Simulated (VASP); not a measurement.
A run of VASP 6.6.1:

The input INCAR:

```
PREC = Accurate
ENCUT = 600
EDIFF = 1E-7
ISMEAR = 0
SIGMA = 0.1
LREAL = F
LASPH = T
NELM = 100
ALGO = Fast
ISIF = 3
LWAVE = F
LCHARG = F
GGA = PE
IBRION = 2
NSW = 80
EDIFFG = -0.004
```

The input KPOINTS:

```
Automatic mesh
0
Gamma
  16 16 16
```

Contents of POSCAR:

```
NbC
1.0
    0.0000000000      2.2345500000      2.2345500000
    2.2345500000      0.0000000000      2.2345500000
    2.2345500000      2.2345500000      0.0000000000
Nb C
1 1
Direct
    0.0000000000      0.0000000000      0.0000000000
    0.5000000000      0.5000000000      0.5000000000
```

Potentials or basis: VASP PAW PBE potentials, release 64 (Nb_sv, C).

Launch:

```bash
$ cat potpaw_PBE.64/Nb_sv/POTCAR potpaw_PBE.64/C/POTCAR > POTCAR
$ mpirun -np 1 vasp_std > vasp.out
```

Hardware: 1 thread of Intel(R) Xeon(R) Platinum 8259CL CPU @ 2.50GHz (Skylake/Cascade Lake), with other jobs on the host.

**Question.** How long does it take, and how much memory?

**Answer.** Run time: 7.1 min on 1 thread of Intel(R) Xeon(R) Platinum 8259CL CPU @ 2.50GHz (Skylake/Cascade Lake) (shared host), peak memory 0.21 GiB. Counts: scf iterations 86, k points 145, ion steps 3.
